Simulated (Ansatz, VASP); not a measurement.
AlN in VASP and in Ansatz

POSCAR

```
AlN
1.0
    2.8581321112      0.0000000000      0.0000000000
   -1.4290660556      2.4752150157      0.0000000000
    0.0000000000      0.0000000000      5.3766772303
Al N
2 2
Direct
    0.3333333333      0.6666666667      0.0016929024
    0.6666666667      0.3333333333      0.5016929024
    0.3333333333      0.6666666667      0.3833070976
    0.6666666667      0.3333333333      0.8833070976
```

Contents of INCAR.step1:

```
SYSTEM = AlN
ALGO = Normal ; EDIFF = 1E-4
ENCUT = 520 ; GGA = PE
ISMEAR = 0 ; LASPH = .TRUE.
LCHARG = .FALSE. ; LREAL = .FALSE.
LWAVE = .TRUE. ; NBANDS = 16
NELM = 60 ; PREC = Accurate
SIGMA = 0.05
```

INCAR.step2

```
SYSTEM = AlN
ALGO = Normal ; EDIFF = 1E-7
ENCUT = 520 ; ISIF = 2
ISMEAR = 0 ; ISTART = 1
LASPH = .TRUE. ; LCHARG = .TRUE.
LELF = .TRUE. ; LMIXTAU = .TRUE.
LREAL = .FALSE. ; LVHAR = .TRUE.
LWAVE = .FALSE. ; METAGGA = R2SCAN
NBANDS = 16 ; NELM = 60
PREC = Accurate ; SIGMA = 0.05
```

KPOINTS

```
k-points
0
G
  12 12 6
  0 0 0
```

Input for Ansatz:

```yaml
crystal:
  lattice:
    - [2.8581321112, 0.0, 0.0]
    - [-1.4290660556, 2.4752150157, 0.0]
    - [0.0, 0.0, 5.3766772303]
  atoms:
    - { symbol: Al, position: [0.3333333333, 0.6666666667, 0.0016929024] }
    - { symbol: Al, position: [0.6666666667, 0.3333333333, 0.5016929024] }
    - { symbol: "N", position: [0.3333333333, 0.6666666667, 0.3833070976] }
    - { symbol: "N", position: [0.6666666667, 0.3333333333, 0.8833070976] }
basis:
  ecutwfc: 500
kpoints:
  mp_grid: { grid: [12, 12, 6] }
hamiltonian:
  xc: r2scan
scf:
  occupations: { method: gaussian, width: 0.05 }
output:
  forces: true
  stress: true
  eigenvalues: true
```

Change from the starting cell: strain -0.080 along x and y, +0.080 along z, atoms carried along.

Alike in both runs: task single point; functional r2SCAN; k mesh 12 × 12 × 6; occupations gaussian, width 0.05 eV; no spin polarisation.

```csv
,VASP,Ansatz
version,VASP 6.6.1,Ansatz 0.2.0
potentials or method,"VASP PAW PBE potentials, release 64 (Al, N)","scalar-relativistic, plane waves, PAW"
plane-wave cutoff (eV),520,500
valence electrons in the cell,16,16
```

Ansatz gave:

- gap on the k mesh at the Fermi level (eV): 4.61
- least direct gap on the mesh (eV): 4.61
- pressure (GPa): 32.0
- largest component of the traceless stress (GPa): 54.19
- rms of the force components (eV/Å): 0.930

Question: Which values does VASP return?

Answer: gap on the k mesh at the Fermi level (eV): 4.64; least direct gap on the mesh (eV): 4.64; pressure (GPa): 32.1; largest component of the traceless stress (GPa): 54.94; rms of the force components (eV/Å): 0.952.

Atom by atom the forces differ by 0.022 eV/Å (rms over components).

Caveats: so large a pressure means that the cell lies far from this level's equilibrium, or that cutoff or potentials fall short (VASP); the potentials were made for another functional, which shifts forces and pressure (VASP). A k mesh can miss the band edges.
